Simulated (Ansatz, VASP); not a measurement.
**One calculation of MoS2, two programs**

```
Mo S
1.0
     1.60079    0.92422    6.23093
    -1.60079    0.92422    6.23093
     0.00000   -1.84844    6.23093
Mo S
1 2
Cartesian
  0.0000 0.0000 0.0000
  0.0000 0.0000 7.7949
  0.0000 0.0000 4.6732
```

Change from the starting cell: volume scaled by 1.04.

Alike in both runs: task single point; functional PBEsol; k mesh 10 × 10 × 10; occupations fermi-dirac, width 0.05 eV; no spin polarisation.

```csv
,VASP,Ansatz
version,VASP 6.6.1,Ansatz 0.2.0
potentials or method,"VASP PAW PBE potentials, release 64 (Mo_sv, S)",Ansatz PAW
plane-wave cutoff (eV),520,420
valence electrons in the cell,26,26
```

Ansatz gave:

* gap on the k mesh at the Fermi level (eV): 0.94
* least direct gap on the mesh (eV): 1.86
* pressure (GPa): -5.3
* largest component of the traceless stress (GPa): 1.51
* rms of the force components (eV/Å): 0.199

Estimate VASP's values.

gap on the k mesh at the Fermi level (eV): 0.95; least direct gap on the mesh (eV): 1.86; pressure (GPa): -5.3; largest component of the traceless stress (GPa): 1.50; rms of the force components (eV/Å): 0.198.

Atom by atom the forces differ by 0.001 eV/Å (rms over components). With one functional, cell and mesh, what is left measures potentials, basis and numerics.

Caveats: the PAW data sets were made with another functional, which shifts forces and pressure a little (VASP); the PAW data sets come from PBE, with cores solved anew for the run's functional, which leaves a small shift of forces and pressure (Ansatz). A k mesh can miss the band edges.
